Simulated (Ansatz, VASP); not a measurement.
Ba in VASP and in Ansatz

```xyz
1
Lattice="-2.5502 2.4940 2.5201 2.4849 -2.5269 2.4876 2.5385 2.5151 -2.5529" Properties=species:S:1:pos:R:3 pbc="T T T"
Ba   -0.0184    0.0091    0.0011
```

Change from the starting cell: cell strained at random at fixed volume.

Alike in both runs: task single point; functional RPBE; dispersion D3(BJ); k mesh 8 × 8 × 8; occupations methfessel-paxton of order 1, width 0.1 eV; no spin polarisation.

|  | VASP | Ansatz |
| --- | --- | --- |
| version | VASP 6.6.1 | Ansatz 0.2.0 |
| potentials or method | VASP PAW PBE potentials, release 64 (Ba_sv) | Ansatz PAW |
| plane-wave cutoff (eV) | 500 | 420 |
| valence electrons in the cell | 10 | 10 |

```tsv
	VASP	Ansatz	Ansatz less VASP
gap on the k mesh at the Fermi level (eV)	none	none	-
pressure (GPa)	-5.7	-5.7	-0.05
largest component of the traceless stress (GPa)	0.22	0.22	-0.002
dispersion energy (meV/atom)	-1283.2	-1283.3	-0.10
```

A gap of «none» marks a metal or a gap that the smearing closes.

Caveats: pairwise dispersion overbinds metals, which lowers pressure and volume; the PAW data sets were made with another functional, which shifts forces and pressure a little (VASP); the PAW data sets come from PBE, with cores solved anew for the run's functional, which leaves a small shift of forces and pressure (Ansatz). Spin-orbit coupling is left out, which matters for the levels of Ba.
